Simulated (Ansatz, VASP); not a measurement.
# In: VASP beside Ansatz

File INCAR:

```
ALGO = Fast
EDIFF = 1E-6
ENCUT = 520
GGA = PS
ISIF = 2
ISMEAR = -1
LASPH = T
LCHARG = T
LELF = T
LREAL = F
LVHAR = T
LWAVE = F
NBANDS = 12
NELM = 100
PREC = Accurate
SIGMA = 0.05
```

Contents of KPOINTS:

```
k-points
0
Gamma
  10 10 10
```

Contents of POSCAR:

```
In
1.0
   -1.8825252400      1.8825252400      1.8825252400
    1.8825252400     -1.8825252400      1.8825252400
    1.8825252400      1.8825252400     -1.8825252400
In
1
Direct
    0.0000000000      0.0000000000      0.0000000000
```

Contents of input.yaml:

```yaml
crystal:
  lattice:
    - [-1.88252524, 1.88252524, 1.88252524]
    - [1.88252524, -1.88252524, 1.88252524]
    - [1.88252524, 1.88252524, -1.88252524]
  atoms:
    - { symbol: In, position: [0.0, 0.0, 0.0] }
kpoints:
  mp_grid: { grid: [10, 10, 10] }
  band_path:
    path:
      - [0.0, 0.0, 0.0]
      - [0.5, -0.5, 0.5]
      - [0.0, 0.0, 0.5]
      - [0.0, 0.0, 0.0]
      - [0.25, 0.25, 0.25]
      - [0.5, -0.5, 0.5]
    npoints: 6
scf:
  occupations: { method: fermi_dirac, width: 0.05 }
hamiltonian:
  xc: pbesol
  pseudopotentials: { kind: all_electron, lapw: { basis_error: 0.001 } }
output:
  forces: true
  stress: true
  eigenvalues: true
```

Alike in both runs: functional PBEsol; k mesh 10 × 10 × 10; occupations fermi-dirac, width 0.05 eV; no spin polarisation.

|  | VASP | Ansatz |
| --- | --- | --- |
| version | VASP 6.6.1 | Ansatz 0.2.0 |
| potentials or method | VASP PAW PBE potentials, release 64 (In_d) | all-electron LAPW, scalar-relativistic |
| plane-wave cutoff (eV) | 520 | see its input |
| task | single point | band structure |

```tsv
	VASP	Ansatz	Ansatz less VASP
gap on the k mesh at the Fermi level (eV)	none	none	-
pressure (GPa)	-1.3	-1.3	+0.01
```

A gap of «none» marks a metal or a gap that the smearing closes. Ansatz ran all-electron here, so the differences hold the error of VASP's frozen core and of both bases.

Caveats: the PAW data sets were made with another functional, which shifts forces and pressure a little (VASP); spin-orbit coupling is left out, which moves the levels of the heavy elements (Ansatz).
